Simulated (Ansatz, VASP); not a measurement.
Given: the input of a run of VASP 6.6.1 on PbO2.

File POSCAR:

```
PbO2
1.0
    0.0000000000      2.7375486038      2.7375486038
    2.7375486038      0.0000000000      2.7375486038
    2.7375486038      2.7375486038      0.0000000000
Pb O
1 2
Direct
    0.0000000000      0.0000000000      0.0000000000
    0.7500000000      0.7500000000      0.7500000000
    0.2500000000      0.2500000000      0.2500000000
```

INCAR.step1

```
PREC = Accurate
ENCUT = 520
ISMEAR = -1
SIGMA = 0.05
LREAL = F
LASPH = T
NELM = 80
NBANDS = 20
GGA = PE
ALGO = Normal
EDIFF = 1E-4
LWAVE = T
LCHARG = F
```

The input INCAR.step2:

```
PREC = Accurate
ENCUT = 520
EDIFF = 1E-6
ISMEAR = -1
SIGMA = 0.05
LREAL = F
LASPH = T
NELM = 80
ALGO = Normal
ISIF = 2
LWAVE = F
LCHARG = F
METAGGA = R2SCAN
LMIXTAU = T
NBANDS = 20
ISTART = 1
```

Contents of KPOINTS:

```
regular mesh
0
Gamma
  9 9 9
```

Potentials or basis: VASP PAW PBE potentials, release 64 (Pb_d, O).

Launch:

```sh
$ cat potpaw_PBE.64/Pb_d/POTCAR potpaw_PBE.64/O/POTCAR > POTCAR
$ cp INCAR.step1 INCAR
$ mpirun -np 1 vasp_std > vasp.out
$ cp INCAR.step2 INCAR
$ mpirun -np 1 vasp_std > vasp.out
```

Task: Translate it to Ansatz 0.2.0. Potentials there: Ansatz PAW.

Result: As run (the cutoff follows the program's own potentials):

File input.yaml:

```yaml
crystal:
  lattice:
    - [0.0, 2.7375486038, 2.7375486038]
    - [2.7375486038, 0.0, 2.7375486038]
    - [2.7375486038, 2.7375486038, 0.0]
  atoms:
    - { symbol: Pb, position: [0.0, 0.0, 0.0] }
    - { symbol: O, position: [0.75, 0.75, 0.75] }
    - { symbol: O, position: [0.25, 0.25, 0.25] }
hamiltonian:
  xc: r2scan
  pseudopotentials: { kind: paw }
kpoints:
  mp_grid: { grid: [9, 9, 9] }
scf:
  occupations: { method: fermi_dirac, width: 0.05 }
output:
  forces: true
  stress: true
  eigenvalues: true
```

Potentials or basis: Ansatz PAW.

Launch:

```console
$ ansatz run input.yaml --threads 2 --pin off --max-ram 5632MiB --backend cpu --events-out ev --progress --plain --runs-dir out
```

Both were run:

|  | VASP | Ansatz | Ansatz less VASP |
| --- | --- | --- | --- |
| gap on the k mesh at the Fermi level (eV) | none | none | - |
| pressure (GPa) | -10.4 | -11.2 | -0.77 |

A gap of «none» marks a metal or a gap that the smearing closes.

Caveats: the PAW data sets were made with another functional, which shifts forces and pressure a little (VASP); the PAW data sets come from PBE, with cores solved anew for the run's functional, which leaves a small shift of forces and pressure (Ansatz). Spin-orbit coupling is left out, which matters for the levels of Pb.
